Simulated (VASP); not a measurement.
BeSe:

```
Be Se
1.0
     0.00000    2.53500    2.53500
     2.53500    0.00000    2.53500
     2.53500    2.53500    0.00000
Be Se
1 1
Direct
  0.00000 0.00000 0.00000
  0.25000 0.25000 0.25000
```

| Item | Value |
| --- | --- |
| Program | VASP 6.6.1 |
| Task | relaxation of cell and atoms |
| Functional | r2SCAN |
| Potentials or basis | VASP PAW PBE potentials, release 64 (Be, Se) |
| Cutoff | 600 eV |
| k mesh | 10 × 10 × 10 |
| Occupations | gaussian, width 0.03 eV |
| Spin | no spin polarisation |

At the start: pressure 5.1 GPa; volume 16.29 Å³/atom.

Where does the relaxation end?

Over 3 steps the energy falls by 14.6 meV/atom and the volume is 17.25 Å³/atom (+5.9 %); space group F-43m (No. 216, to 0.05 Å).

The path:
| step | energy change (eV) | largest force (eV/Å) | pressure (GPa) | volume (Å³) |
| --- | --- | --- | --- | --- |
| 1 | 0.0000 | 0.0000 | 5.08 | 32.58 |
| 2 | -0.0268 | 0.0000 | -1.31 | 35.08 |
| 3 | -0.0291 | 0.0000 | 0.01 | 34.49 |

Final structure:
```
CELL_PARAMETERS angstrom
0.00000 2.58366 2.58366
2.58366 0.00000 2.58366
2.58366 2.58366 0.00000
ATOMIC_POSITIONS crystal
Be 0.00000 0.00000 0.00000
Se 0.25000 0.25000 0.25000
```

Caveat: the PAW data sets were made with another functional, which shifts forces and pressure a little.
